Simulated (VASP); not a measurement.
# Ba: nudged elastic band

Ba, slab, 13 atoms in the cell. PBE, nudged elastic band; PAW potentials Ba_sv (PBE set).

Path: Ba hops from a hollow site to the next hollow site of Ba(100); Moving images: 3.

## Input

INCAR.step1:
```
PREC     = Normal         # precision mode
ENCUT    = 200            # plane-wave cutoff, eV
EDIFF    = 1E-6           # SCF threshold, eV
ISMEAR   = 1              # smearing method
SIGMA    = 0.1            # smearing width, eV
LREAL    = False          # projectors in reciprocal space
LASPH    = True           # aspherical terms in the spheres
NELM     = 100            # most SCF steps
ALGO     = Normal         # electronic algorithm
LWAVE    = False          # write WAVECAR
LCHARG   = False          # write CHGCAR
IBRION   = 2              # ionic algorithm
NSW      = 100            # ionic steps
ISIF     = 2              # what is computed and relaxed
EDIFFG   = -0.02          # ionic threshold
POTIM    = 0.5            # step
KPAR     = 2             
```

INCAR.step3, as INCAR.step1 but for:
```
- IBRION = 2
- NSW = 100
- ISIF = 2
- EDIFFG = -0.02
- POTIM = 0.5
+ IBRION = 1
+ POTIM = 0.3
+ NSW = 200
+ EDIFFG = -0.05
+ SPRING = -5
+ IMAGES = 3
```

KPOINTS:
```
k-points
0
Gamma
  2 2 1
```

00/POSCAR:
```
Ba
1.0
    9.1433573791      0.0000000000      0.0000000000
    0.0000000000      9.1433573791      0.0000000000
    0.0000000000      0.0000000000     21.6353300056
Ba
13
Selective dynamics
Direct
    0.0000000000      0.0000000000      0.2773241729  F F F
    0.5000000000      0.0000000000      0.2773241729  F F F
    0.0000000000      0.5000000000      0.2773241729  F F F
    0.5000000000      0.5000000000      0.2773241729  F F F
    0.2500000000      0.2500000000      0.4221299369  T T T
    0.7500000000      0.2500000000      0.4224747991  T T T
    0.2500000000      0.7500000000      0.4224747991  T T T
    0.7500000000      0.7500000000      0.4239849522  T T T
    0.0036703744      0.0036703744      0.5692127484  T T T
    0.4963296256      0.0036703744      0.5692127484  T T T
    0.0036703744      0.4963296256      0.5692127484  T T T
    0.4963296256      0.4963296256      0.5692127484  T T T
    0.2500000000      0.2500000000      0.7158058732  T T T
```

01/POSCAR:
```
Ba
1.0
    9.1433573791      0.0000000000      0.0000000000
    0.0000000000      9.1433573791      0.0000000000
    0.0000000000      0.0000000000     21.6353300056
Ba
13
Selective dynamics
Direct
    0.0000000000      0.0000000000      0.2773241729  F F F
    0.5000000000      0.0000000000      0.2773241729  F F F
    0.0000000000      0.5000000000      0.2773241729  F F F
    0.5000000000      0.5000000000      0.2773241729  F F F
    0.2500000000      0.2500000000      0.4222161260  T T T
    0.7500000000      0.2500000000      0.4223886418  T T T
    0.2500000000      0.7500000000      0.4228523086  T T T
    0.7500000000      0.7500000000      0.4236073875  T T T
    0.0018352766      0.0036702850      0.5692126520  T T T
    0.4981647234      0.0036702850      0.5692126520  T T T
    0.0018352766      0.4963297150      0.5692126520  T T T
    0.4981647234      0.4963297150      0.5692126520  T T T
    0.3750000000      0.2500000000      0.7158059774  T T T
```

02/POSCAR:
```
Ba
1.0
    9.1433573791      0.0000000000      0.0000000000
    0.0000000000      9.1433573791      0.0000000000
    0.0000000000      0.0000000000     21.6353300056
Ba
13
Selective dynamics
Direct
    0.0000000000      0.0000000000      0.2773241729  F F F
    0.5000000000      0.0000000000      0.2773241729  F F F
    0.0000000000      0.5000000000      0.2773241729  F F F
    0.5000000000      0.5000000000      0.2773241729  F F F
    0.2500000000      0.2500000000      0.4223023151  T T T
    0.7500000000      0.2500000000      0.4223024845  T T T
    0.2500000000      0.7500000000      0.4232298180  T T T
    0.7500000000      0.7500000000      0.4232298228  T T T
    0.0000001787      0.0036701957      0.5692125556  T T T
    0.4999998213      0.0036701957      0.5692125556  T T T
    0.0000001787      0.4963298043      0.5692125556  T T T
    0.4999998213      0.4963298043      0.5692125556  T T T
    0.5000000000      0.2500000000      0.7158060817  T T T
```

03/POSCAR:
```
Ba
1.0
    9.1433573791      0.0000000000      0.0000000000
    0.0000000000      9.1433573791      0.0000000000
    0.0000000000      0.0000000000     21.6353300056
Ba
13
Selective dynamics
Direct
    0.0000000000      0.0000000000      0.2773241729  F F F
    0.5000000000      0.0000000000      0.2773241729  F F F
    0.0000000000      0.5000000000      0.2773241729  F F F
    0.5000000000      0.5000000000      0.2773241729  F F F
    0.2500000000      0.2500000000      0.4223885042  T T T
    0.7500000000      0.2500000000      0.4222163272  T T T
    0.2500000000      0.7500000000      0.4236073275  T T T
    0.7500000000      0.7500000000      0.4228522581  T T T
   -0.0018349191      0.0036701063      0.5692124592  T T T
    0.5018349191      0.0036701063      0.5692124592  T T T
   -0.0018349191      0.4963298937      0.5692124592  T T T
    0.5018349191      0.4963298937      0.5692124592  T T T
    0.6250000000      0.2500000000      0.7158061859  T T T
```

04/POSCAR:
```
Ba
1.0
    9.1433573791      0.0000000000      0.0000000000
    0.0000000000      9.1433573791      0.0000000000
    0.0000000000      0.0000000000     21.6353300056
Ba
13
Selective dynamics
Direct
    0.0000000000      0.0000000000      0.2773241729  F F F
    0.5000000000      0.0000000000      0.2773241729  F F F
    0.0000000000      0.5000000000      0.2773241729  F F F
    0.5000000000      0.5000000000      0.2773241729  F F F
    0.2500000000      0.2500000000      0.4224746934  T T T
    0.7500000000      0.2500000000      0.4221301699  T T T
    0.2500000000      0.7500000000      0.4239848370  T T T
    0.7500000000      0.7500000000      0.4224746934  T T T
   -0.0036700170      0.0036700170      0.5692123628  T T T
    0.5036700170      0.0036700170      0.5692123628  T T T
   -0.0036700170      0.4963299830      0.5692123628  T T T
    0.5036700170      0.4963299830      0.5692123628  T T T
    0.7500000000      0.2500000000      0.7158062901  T T T
```

POSCAR.step1:
```
Ba
1.0
    9.1433573791      0.0000000000      0.0000000000
    0.0000000000      9.1433573791      0.0000000000
    0.0000000000      0.0000000000     21.6353300056
Ba
13
Selective dynamics
Direct
    0.0000000000      0.0000000000      0.2773241729  F F F
    0.5000000000      0.0000000000      0.2773241729  F F F
    0.0000000000      0.5000000000      0.2773241729  F F F
    0.5000000000      0.5000000000      0.2773241729  F F F
    0.2500000000      0.2500000000      0.4267401976  T T T
    0.7500000000      0.2500000000      0.4267401976  T T T
    0.2500000000      0.7500000000      0.4267401976  T T T
    0.7500000000      0.7500000000      0.4267401976  T T T
    0.0000000000      0.0000000000      0.5761562224  T T T
    0.5000000000      0.0000000000      0.5761562224  T T T
    0.0000000000      0.5000000000      0.5761562224  T T T
    0.5000000000      0.5000000000      0.5761562224  T T T
    0.2500000000      0.2500000000      0.7011032785  T T T
```

POSCAR.step2:
```
Ba
1.0
    9.1433573791      0.0000000000      0.0000000000
    0.0000000000      9.1433573791      0.0000000000
    0.0000000000      0.0000000000     21.6353300056
Ba
13
Selective dynamics
Direct
    0.0000000000      0.0000000000      0.2773241729  F F F
    0.5000000000      0.0000000000      0.2773241729  F F F
    0.0000000000      0.5000000000      0.2773241729  F F F
    0.5000000000      0.5000000000      0.2773241729  F F F
    0.2500000000      0.2500000000      0.4267401976  T T T
    0.7500000000      0.2500000000      0.4267401976  T T T
    0.2500000000      0.7500000000      0.4267401976  T T T
    0.7500000000      0.7500000000      0.4267401976  T T T
    0.0000000000      0.0000000000      0.5761562224  T T T
    0.5000000000      0.0000000000      0.5761562224  T T T
    0.0000000000      0.5000000000      0.5761562224  T T T
    0.5000000000      0.5000000000      0.5761562224  T T T
   -0.2500000000      0.2500000000      0.7011032785  T T T
```

Commands (each step's output is kept before the next begins):
```
cat potpaw_PBE.64/Ba_sv/POTCAR > POTCAR
cp INCAR.step1 INCAR
cp POSCAR.step1 POSCAR
mpirun -np 6 vasp_std > vasp.out
cp POSCAR.step2 POSCAR
mpirun -np 6 vasp_std > vasp.out
# 00 and 04 hold the relaxed ends; the images between are interpolated (pair-distance (IDPP))
cp INCAR.step3 INCAR
mpirun -np 6 vasp_std > vasp.out
```

## Result

- Barrier (eV): 0.234
- Barrier of the reverse step (eV): 0.234
- Energy of the second end over the first (eV): 0.000
- Top of the path (share of its length): 0.50
- Length of the path (Å): 4.91
- Steps of the band: 19
- Ionic steps, all stages: 43
- Electronic steps, all stages: 785

Energy along the relaxed band:

| Image | Distance along the path (Å) | Energy above the first end (eV) | Slope along the path (eV/Å) | Largest force across the path (eV/Å) |
|---|---|---|---|---|
| 0 | 0.000 | 0.000 | relaxed end |  |
| 1 | 1.228 | 0.098 | 0.154 | 0.041 |
| 2 | 2.454 | 0.234 | -0.000 | 0.042 |
| 3 | 3.681 | 0.098 | -0.154 | 0.041 |
| 4 | 4.908 | -0.000 | relaxed end |  |

The slab is face-centred cubic Ba(100), which isn't the element's stable structure, in-plane cell 9.14 × 9.14 Å, with 2 × 2 k points.

The two ends have the same energy within 0.01 eV.

Limits: the slab is thin and the surface cell small, so the value carries both errors.

VASP 6.6.1 took 1896 s on 6 cores (Intel Xeon Platinum 8175M @ 2.50GHz (Skylake/Cascade Lake)), a shared host.
